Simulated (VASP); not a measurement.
# SiO2 (I-42d) in VASP: settings compared, part 2 of 2

VASP 6.6.1.

## Step 4: Band structure, r2SCAN

INCAR reads:

```
ALGO = Normal
EDIFF = 1E-7
ENCUT = 520
ISIF = 2
ISMEAR = 0
KPAR = 2
LASPH = T
LCHARG = F
LMIXTAU = T
LREAL = F
LWAVE = F
METAGGA = R2SCAN
NBANDS = 25
NELM = 100
PREC = Accurate
SIGMA = 0.02
```

KPOINTS reads:

```
k-points
0
Gamma
  8 8 8
```

POSCAR reads:

```
SiO2
1.0
   -2.4772904627      2.4772904627      3.6556712422
    2.4772904627     -2.4772904627      3.6556712422
    2.4772904627      2.4772904627     -3.6556712422
Si O
2 4
Direct
    0.7500000000      0.2500000000      0.5000000000
    0.0000000000      0.0000000000      0.0000000000
    0.8750000000      0.0282138700      0.6532138700
    0.7782138700      0.1250000000      0.1532138700
    0.9717861300      0.6250000000      0.8467861300
    0.3750000000      0.2217861300      0.3467861300
```

KPOINTS_OPT reads:

```
path GXYSGZS1NPY1Z,XP
20
line-mode
reciprocal
 0.0000000000  0.0000000000  0.0000000000  G
 0.0000000000  0.0000000000  0.5000000000  X

 0.0000000000  0.0000000000  0.5000000000  X
-0.2296093669  0.2296093669  0.5000000000  Y

-0.2296093669  0.2296093669  0.5000000000  Y
-0.3648046834  0.3648046834  0.3648046834  S

-0.3648046834  0.3648046834  0.3648046834  S
 0.0000000000  0.0000000000  0.0000000000  G

 0.0000000000  0.0000000000  0.0000000000  G
 0.5000000000  0.5000000000 -0.5000000000  Z

 0.5000000000  0.5000000000 -0.5000000000  Z
 0.3648046834  0.6351953166 -0.3648046834  S1

 0.3648046834  0.6351953166 -0.3648046834  S1
 0.0000000000  0.5000000000  0.0000000000  N

 0.0000000000  0.5000000000  0.0000000000  N
 0.2500000000  0.2500000000  0.2500000000  P

 0.2500000000  0.2500000000  0.2500000000  P
 0.5000000000  0.5000000000 -0.2296093669  Y1

 0.5000000000  0.5000000000 -0.2296093669  Y1
 0.5000000000  0.5000000000 -0.5000000000  Z

 0.0000000000  0.0000000000  0.5000000000  X
 0.2500000000  0.2500000000  0.2500000000  P
```

Potentials or basis: VASP PAW PBE potentials, release 64 (Si, O).

The run is started by

```
$ cat potpaw_PBE.64/Si/POTCAR potpaw_PBE.64/O/POTCAR > POTCAR
$ mpirun -np 2 vasp_std > vasp.out
```

OUTCAR:

```text
EDIFF = 1E-7
   ENCUT = 520
   ISIF = 2
   ISMEAR = 0
   LASPH = T
   LREAL = F
   METAGGA = R2SCAN
   NELM = 100
   PREC = Accurate

 ion  position               nearest neighbor table
   1  0.750  0.250  0.500-   4 1.61   5 1.61   6 1.61   3 1.61   2 3.08   2 3.08   2 3.08   2 3.08

   2  0.000  0.000  0.000-   3 1.61   5 1.61   6 1.61   4 1.61   1 3.08   1 3.08   1 3.08   1 3.08

[... 886 lines left out ...]
  --------------------------------------------------------------------------------------
  -------------------------------------------------------------------------------------
  Total        0.1024091      0.1024091      0.1443653      0.0000000     -0.0000000      0.0000000
  in kB        1.8283870      1.8283870      2.5774637      0.0000000     -0.0000000      0.0000000
  external PRESSURE =       2.0780792 kB  Pullay stress =       0.0000000 kB

 VOLUME and BASIS-vectors are now :
 -----------------------------------------------------------------------------
  energy-cutoff  :      520.00
  volume of cell :       89.74
      direct lattice vectors                 reciprocal lattice vectors
    -2.477290463  2.477290463  3.655671242     0.000000000  0.201833417  0.136773787
     2.477290463 -2.477290463  3.655671242     0.201833417  0.000000000  0.136773787
     2.477290463  2.477290463 -3.655671242     0.201833417  0.201833417  0.000000000

 POSITION                                       TOTAL-FORCE (eV/Angst)
 -----------------------------------------------------------------------------------
      0.00000      2.47729      1.82784         0.000000     -0.000000      0.000000
      0.00000      0.00000      0.00000         0.000000     -0.000000      0.000000
     -0.47953      3.71594      0.91392        -0.007979     -0.000000      0.000000
     -1.23865      1.99776      2.74175         0.000000     -0.007979      0.000000
      1.23865      2.95683      2.74175         0.000000      0.007979      0.000000
      0.47953      1.23865      0.91392         0.007979     -0.000000      0.000000
 -----------------------------------------------------------------------------------
    total drift:                                0.000012      0.000012     -0.000001

  FREE ENERGIE OF THE ION-ELECTRON SYSTEM (eV)
  ---------------------------------------------------
  free  energy   TOTEN  =       -59.5888875910 eV

  energy  without entropy=      -59.5888875910  energy(sigma->0) =      -59.58888759
```

stdout:

```text
POSCAR found type information on POSCAR SiO
 POSCAR found :  2 types and       6 ions
 scaLAPACK will be used
 -----------------------------------------------------------------------------
|                                                                             |
|                                                                             |
|     You enforced a specific xc type in the INCAR file but a different       |
|     I HOPE YOU KNOW WHAT YOU ARE DOING!                                     |
|                                                                             |
 -----------------------------------------------------------------------------

 LDA part: xc-table for (None), standard interpolation
 POSCAR, INCAR and KPOINTS ok, starting setup
 FFT: planning ... GRIDC
 FFT: planning ... GRID_SOFT
 FFT: planning ... GRID
 WAVECAR not read
 entering main loop
 Start KPOINTS_OPT (optional k-point list driver)
k-point batch [1-59\220]
k-point batch [60-118\220]
k-point batch [119-177\220]
k-point batch [178-220\220]
```

It took 6.2 min on 2 MPI ranks of Intel Xeon 6975P-C (Granite Rapids), shared host; peak memory 0.35 GiB.

What came out:

| Item | Value |
| --- | --- |
| Free energy | -59.5889 eV |
| Pressure | 0.2 GPa |
| Largest force | 0.008 eV/Å |
| Band gap on the k mesh | 6.54 eV, direct |
| Band gap along the path | 6.54 eV, direct |

Forces on the atoms (eV/Å):
```
Si   0.000  0.000  0.000
Si   0.000  0.000  0.000
O   -0.008  0.000  0.000
O    0.000 -0.008  0.000
O    0.000  0.008  0.000
O    0.008  0.000  0.000
```

Levels at the corners of the path, in eV from the valence-band top:
| point | band 13 | band 14 | band 15 | band 16 | band 17 | band 18 | band 19 | band 20 |
| --- | --- | --- | --- | --- | --- | --- | --- | --- |
| Γ | -1.58 | -0.69 | 0.00 | 0.00 | 6.54 | 9.70 | 11.68 | 11.69 |
| X | -1.00 | -1.00 | -0.35 | -0.35 | 9.85 | 9.85 | 11.22 | 11.22 |
| X | -1.00 | -1.00 | -0.35 | -0.35 | 9.85 | 9.85 | 11.22 | 11.22 |
| Y | -1.10 | -1.10 | -0.47 | -0.47 | 10.21 | 10.21 | 10.51 | 10.51 |
| Y | -1.10 | -1.10 | -0.47 | -0.47 | 10.21 | 10.21 | 10.51 | 10.51 |
| S | -1.44 | -1.14 | -0.65 | -0.27 | 9.95 | 10.08 | 10.09 | 11.03 |
| S | -1.44 | -1.14 | -0.65 | -0.27 | 9.95 | 10.08 | 10.09 | 11.03 |
| Γ | -1.58 | -0.69 | 0.00 | 0.00 | 6.54 | 9.70 | 11.68 | 11.69 |
| Γ | -1.58 | -0.69 | 0.00 | 0.00 | 6.54 | 9.70 | 11.68 | 11.69 |
| Z | -1.50 | -1.50 | -0.33 | -0.33 | 9.61 | 9.61 | 11.14 | 11.14 |
| Z | -1.50 | -1.50 | -0.33 | -0.33 | 9.61 | 9.61 | 11.14 | 11.14 |
| S1 | -1.44 | -1.14 | -0.65 | -0.27 | 9.95 | 10.08 | 10.09 | 11.03 |
| S1 | -1.44 | -1.14 | -0.65 | -0.27 | 9.95 | 10.08 | 10.09 | 11.03 |
| N | -1.52 | -0.80 | -0.50 | -0.14 | 9.06 | 9.57 | 10.48 | 11.18 |
| N | -1.52 | -0.80 | -0.50 | -0.14 | 9.06 | 9.57 | 10.48 | 11.18 |
| P | -1.03 | -1.03 | -0.45 | -0.45 | 10.21 | 10.21 | 10.42 | 10.42 |
| P | -1.03 | -1.03 | -0.45 | -0.45 | 10.21 | 10.21 | 10.42 | 10.42 |
| Y1 | -1.10 | -1.10 | -0.47 | -0.47 | 10.21 | 10.21 | 10.51 | 10.51 |
| Y1 | -1.10 | -1.10 | -0.47 | -0.47 | 10.21 | 10.21 | 10.51 | 10.51 |
| Z | -1.50 | -1.50 | -0.33 | -0.33 | 9.61 | 9.61 | 11.14 | 11.14 |
| X | -1.00 | -1.00 | -0.35 | -0.35 | 9.85 | 9.85 | 11.22 | 11.22 |
| P | -1.03 | -1.03 | -0.45 | -0.45 | 10.21 | 10.21 | 10.42 | 10.42 |

Caveat: the PAW data sets were made with another functional, which shifts forces and pressure a little. r2SCAN opens gaps a little over a GGA but as a rule still falls short of measured ones.

## Step 5: The reference run

An earlier run on the cell as given: functional PBE; potentials or basis VASP PAW PBE potentials, release 64 (Si, O); cutoff 520 eV; k mesh 8 × 8 × 8; occupations fermi-dirac, width 0.05 eV; no spin polarisation.

* Pressure: 4.6 GPa
* Largest force: 0.268 eV/Å
* Band gap on the k mesh: 5.92 eV, direct

## Step 6: Summary

| task | level | potentials or basis | smearing | ladder | gap on the mesh (eV) | pressure (GPa) | largest force (eV/Å) |
| --- | --- | --- | --- | --- | --- | --- | --- |
| dielectric tensor | LDA | VASP PAW LDA potentials, release 64 (Si, O) | gaussian 0.02 eV | free | 5.70 | - | - |
| band structure | LDA | VASP PAW LDA potentials, release 64 (Si, O) | gaussian 0.02 eV | gaps | 5.70 | -1.0 | 0.07 |
| band structure | r2SCAN | VASP PAW PBE potentials, release 64 (Si, O) | gaussian 0.02 eV | gaps | 6.54 | 0.2 | 0.01 |
| single point | PBE | VASP PAW PBE potentials, release 64 (Si, O) | fermi-dirac 0.05 eV | - | 5.92 | 4.6 | 0.27 |

Alike in all rows: no spin polarisation; cell as given; k mesh 8 × 8 × 8; cutoff (eV) 520.

Caveats: the PAW data sets were made with another functional, which shifts forces and pressure a little (some runs).

Total energies depend on the potentials used, so only differences within one code and one set of settings carry meaning.
